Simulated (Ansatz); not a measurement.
# Be: the cost of one run

All numbers below are computed with Ansatz 0.2.0 (DFT LDA, plane waves, PAW, scalar-relativistic, no spin polarisation).

## 1. The starting structure

The cell holds 17 atoms (Be17): a = 4.580 Å, b = 4.580 Å, c = 18.383 Å, α = 90.00°, β = 90.00°, γ = 60.00°.

Coordinates:

```
Be
1.0
     4.58000    0.00000    0.00000
     2.29000    3.96640    0.00000
     0.00000    0.00000   18.38265
Be
17
Direct
  0.83333 0.33333 0.05440
  0.33333 0.33333 0.05440
  0.83333 0.83333 0.05440
  0.33333 0.83333 0.05440
  0.00000 0.00000 0.15200
  0.50000 0.00000 0.15200
  0.00000 0.50000 0.15200
  0.50000 0.50000 0.15200
  0.83333 0.33333 0.24961
  0.33333 0.33333 0.24961
  0.83333 0.83333 0.24961
  0.33333 0.83333 0.24961
  0.00000 0.00000 0.34721
  0.50000 0.00000 0.34721
  0.00000 0.50000 0.34721
  0.50000 0.50000 0.34721
  0.79822 0.81603 0.43153
```

## 2. Relaxing end A

The input, input.yaml:

```yaml
crystal:
  lattice:
    - [4.58, 0.0, 0.0]
    - [2.29, 3.966396, 0.0]
    - [0.0, 0.0, 18.382645]
  atoms:
    - { symbol: Be, position: [-0.1666667, 0.3333333, 0.0543991] }
    - { symbol: Be, position: [0.3333333, 0.3333333, 0.0543991] }
    - { symbol: Be, position: [-0.1666667, 0.8333333, 0.0543991] }
    - { symbol: Be, position: [0.3333333, 0.8333333, 0.0543991] }
    - { symbol: Be, position: [0.0, 0.0, 0.1520029] }
    - { symbol: Be, position: [0.5, 0.0, 0.1520029] }
    - { symbol: Be, position: [0.0, 0.5, 0.1520029] }
    - { symbol: Be, position: [0.5, 0.5, 0.1520029] }
    - { symbol: Be, position: [-0.1666667, 0.3333333, 0.2496066] }
    - { symbol: Be, position: [0.3333333, 0.3333333, 0.2496066] }
    - { symbol: Be, position: [-0.1666667, 0.8333333, 0.2496066] }
    - { symbol: Be, position: [0.3333333, 0.8333333, 0.2496066] }
    - { symbol: Be, position: [0.0, 0.0, 0.3472104] }
    - { symbol: Be, position: [0.5, 0.0, 0.3472104] }
    - { symbol: Be, position: [0.0, 0.5, 0.3472104] }
    - { symbol: Be, position: [0.5, 0.5, 0.3472104] }
    - { symbol: Be, position: [0.7982245, 0.8160344, 0.431529] }
basis:
  ecutwfc: 420.0
kpoints:
  mp_grid: { grid: [5, 5, 1] }
hamiltonian:
  xc: lda
scf:
  occupations: { method: gaussian, width: 0.05 }
  lower_state_search: "off"
relax:
  f_tol: 0.03
  max_steps: 60
  adjacent_minimum: "off"
  constraints: [{ sites: [0, 1, 2, 3] }]
```

Started as:

```
$ ansatz run input.yaml --threads 1 --pin off --max-ram 3072MiB --backend cpu --events-out ev --progress --plain --runs-dir out
```

What time and memory should one allow on 1 thread of AMD EPYC 9B14 (Zen 4), shared host?

About 23 s, with a peak of 0.53 GiB.
